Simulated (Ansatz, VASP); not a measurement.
## BN: VASP beside Ansatz

File INCAR:

```
SYSTEM = BN
ALGO = Normal
EDIFF = 1E-7
ENCUT = 520
GGA = PS
ISIF = 2
ISMEAR = 0
LASPH = .True.
LCHARG = .True.
LELF = .True.
LREAL = .False.
LVHAR = .True.
LWAVE = .False.
NBANDS = 11
NELM = 100
PREC = Accurate
SIGMA = 0.01
```

The input KPOINTS:

```
k-points
0
Gamma
  3 3 3
  0 0 0
```

POSCAR

```
BN
1.0
    1.2511220000      0.7223350000      3.3729340000
   -1.2511220000      0.7223350000      3.3729340000
    0.0000000000     -1.4446710000      3.3729340000
B N
1 1
Direct
    0.9996710000      0.9996710000      0.9996710000
    0.3327620000      0.3327620000      0.3327620000
```

Input for Ansatz:

```yaml
crystal:
  lattice:
    - [1.251122, 0.722335, 3.372934]
    - [-1.251122, 0.722335, 3.372934]
    - [0.0, -1.444671, 3.372934]
  atoms:
    - { symbol: B, position: [0.999671, 0.999671, 0.999671] }
    - { symbol: "N", position: [0.332762, 0.332762, 0.332762] }
accuracy: low
basis:
  ecutwfc: 470.0
kpoints:
  mp_grid:
    grid: [3, 3, 3]
    shift: [0.0, 0.0, 0.0]
hamiltonian:
  xc: pbesol
scf:
  max_iter: 150
  occupations:
    method: fixed
output:
  eigenvalues: true
```

The cell is a database's computed one.

Alike in both runs: task single point; functional PBEsol; k mesh 3 × 3 × 3; no spin polarisation.

|  | VASP | Ansatz |
| --- | --- | --- |
| version | VASP 6.6.1 | Ansatz 0.2.0 |
| potentials or method | VASP PAW PBE potentials, release 64 (B, N) | plane waves, PAW |
| plane-wave cutoff (eV) | 520 | 470 |
| occupations | gaussian, width 0.01 eV | fixed |
| valence electrons in the cell | 8 | 8 |

```tsv
	VASP	Ansatz	Ansatz less VASP
gap on the k mesh at the Fermi level (eV)	4.58	4.59	+0.007
```

Caveats: the k mesh is coarse (spacing up to 0.99 Å⁻¹), so the values aren't converged; an odd mesh through Γ misses points on the zone boundary, where band edges often lie. A hybrid or GW would open this gap; PBEsol tends to underestimate it.
